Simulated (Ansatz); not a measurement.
Runs of Ansatz 0.2.0 on Ir. Symmetry: Fm-3m, No. 225, cubic system. Conventional cell: a = 3.831 Å, b = 3.831 Å, c = 3.831 Å, α = 90.00°, β = 90.00°, γ = 90.00°. Around Ir (site symmetry m-3m) lie 12 Ir at 2.71 Å. 

| task | level | spin | cell | k mesh | atoms under strain | points for each segment of the path | gap on the mesh (eV) | pressure (GPa) |
| --- | --- | --- | --- | --- | --- | --- | --- | --- |
| elastic constants | PBE | off | as given | 9 × 9 × 9 | relaxed | - | none | 11.0 |
| band structure | PBEsol | SOC, no magnetisation | as given | 9 × 9 × 9 | - | 14 | none | (a) |
| band structure | RPBE | off | as given | 12 × 12 × 12 | - | 14 | none | 15.4 |
| band structure | revPBE | off | as given | 12 × 12 × 12 | - | 14 | none | 14.2 |
| relaxation of cell and atoms | RPBE | off | relaxed | 12 × 12 × 12 | - | - | - | 0.0 |

Alike in all rows: potentials or basis Ansatz PAW; cutoff (eV) 420; smearing fermi-dirac 0.05 eV.

Q: Fill in the values left out.

A: (a) -0.1.

Caveats: the PAW data sets come from PBE, with cores solved anew for the run's functional, which leaves a small shift of forces and pressure (some runs); spin-orbit coupling is left out, which moves the levels of the heavy elements (some runs); the cell is more than 3 GPa from zero pressure, which shifts response properties (some runs); elastic constants of metals need much finer meshes, so these are rough (some runs); so large a pressure means that the cell lies far from this level's equilibrium, or that cutoff or potentials fall short (some runs); the plane-wave basis is chosen anew once the cell has moved, so the energies of steps on either side of that aren't comparable (some runs).

A k mesh can miss the band edges, and rows without SOC leave out spin-orbit coupling on Ir.

A gap of «none» marks a metal or a gap under the smearing width.
